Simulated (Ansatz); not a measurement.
Relaxed CaF$_{2}$ (fluorite):

```xyz
6
Lattice="0.0000 5.5110 5.5110 2.7555 0.0000 2.7555 2.7555 2.7555 0.0000" Properties=species:S:1:pos:R:3 pbc="T T T"
Ca     0.0000     0.0000     0.0000
Ca     2.7555     5.5110     2.7555
F      1.3778     1.3778     1.3778
F      1.3778     4.1333     4.1333
F      4.1333     4.1333     4.1333
F      4.1333     6.8888     6.8888
```

A phonon eigenvector at L = (0.5, 0.0, 0.0) is frozen into this cell: atom i moves by Q times the vector below, so Q is the largest atomic displacement, in Å. The cell is held. It is one choice among 2 degenerate patterns. (q is in reciprocal vectors of the primitive cell; the cell shown is doubled to hold the pattern.)

```
atom       x       y       z
----  ------  ------  ------
Ca1    0.132  -0.240   0.372
Ca2   -0.132   0.240  -0.372
F3    -0.285   0.520  -0.805
F4     0.285  -0.520   0.805
F5     0.285  -0.520   0.805
F6    -0.285   0.520  -0.805
```

Computed with PBE (plane waves to 420 eV, PAW, scalar-relativistic; Ansatz, an electronic-structure program). k mesh 5×10×10 (Γ-centred), Fermi-Dirac smearing 0.05 eV. The energy includes the smearing's −TS. CaF2 was relaxed with its symmetry unable to fall. The PAW data are Ansatz's earlier set. ΔE is measured from the undisplaced structure.

```
Q (Å)   ΔE (eV/cell)
------  ------------
-0.100        0.1148
-0.067        0.0503
-0.033        0.0125
0.000         0.0000
0.033         0.0125
0.067         0.0503
0.100         0.1148
```

**Question.** Which DFPT wavenumber at L = (0.5, 0.0, 0.0) belongs to this mode?
(A) 137 cm⁻¹
(B) 256 cm⁻¹
(C) 319 cm⁻¹

**Answer.** B, 256 cm⁻¹. The curvature of the scan gives 256 cm⁻¹

(A displaced cell: forces are minus the slopes of the energy, force constants its curvatures, and phonons follow from these.)
